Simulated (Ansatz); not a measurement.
A surface is cut from this relaxed crystal of MoS2:

```
CELL_PARAMETERS angstrom
1.57156 0.90734 6.28329
-1.57156 0.90734 6.28329
0.00000 -1.81468 6.28329
ATOMIC_POSITIONS crystal
Mo 0.00000 0.00000 0.00000
S 0.74931 0.74931 0.74931
S 0.58399 0.58399 0.58399
```

Miller indices refer to the conventional cell of R3m (No. 160), a = 3.143 Å, b = 3.143 Å, c = 18.850 Å, α = 90.00°, β = 90.00°, γ = 120.00°. The bulk's gap is 0.99 eV.

The (012) slab of 15 planes, 11.8 Å thick with 15 Å of vacuum as cut; outer planes S (top) and Mo (bottom).

Theory: DFT PBEsol, scalar-relativistic, plane waves, PAW in Ansatz 0.2.0. Settings: cutoff 420 eV, Γ-centred mesh 8×4×1 on the computed 15-atom cell, Gaussian smearing of 0.05 eV; no spin polarisation. The cell repeats along c with a dipole correction in the vacuum.

This cut of an insulator is polar or leaves open shells, so the slab is metallic here; real surfaces compensate by reconstruction or adsorbates.

With the atoms at the bulk's places:

```
Surface energy (mean of both faces)   : 1.99 J/m²
Gap of the slab on the mesh           : none (metal or semimetal)
Work function                         : 6.26 eV (top), 3.93 eV (bottom)
Dipole of the slab along +c, per cell : -0.26 e·Å
```

(1) What changes when all atoms relax within this surface cell and its symmetry?

Answers

(1) The energy falls by 0.067 J/m² a face, and the largest move is 0.34 Å.

For the relaxed slab, the surface energy (mean of both faces) is 1.92 J/m² and the gap of the slab on the mesh is none (metal or semimetal). The work function is 5.99 eV (top), 4.08 eV (bottom). The dipole of the slab along +c, per cell is -0.22 e·Å.

| plane (bottom to top) | atoms | spacing to next, bulk (Å) | relaxed (Å) | change (%) |
| --- | --- | --- | --- | --- |
| 1 | Mo | 0.439 | 0.309 | -29.7 |
| 2 | S | 0.865 | 0.861 | -0.4 |
| 3 | S | 1.311 | 1.347 | +2.7 |
| 4 | Mo | 0.439 | 0.456 | +3.7 |
| 5 | S | 0.865 | 0.846 | -2.2 |
| 6 | S | 1.311 | 1.327 | +1.2 |
| 7 | Mo | 0.439 | 0.466 | +6.1 |
| 8 | S | 0.865 | 0.825 | -4.6 |
| 9 | S | 1.311 | 1.336 | +1.9 |
| 10 | Mo | 0.439 | 0.500 | +13.8 |
| 11 | S | 0.865 | 0.771 | -10.9 |
| 12 | S | 1.311 | 1.358 | +3.6 |
| 13 | Mo | 0.439 | 0.706 | +60.8 |
| 14 | S | 0.865 | 0.536 | -38.0 |
| 15 | S |  |  |  |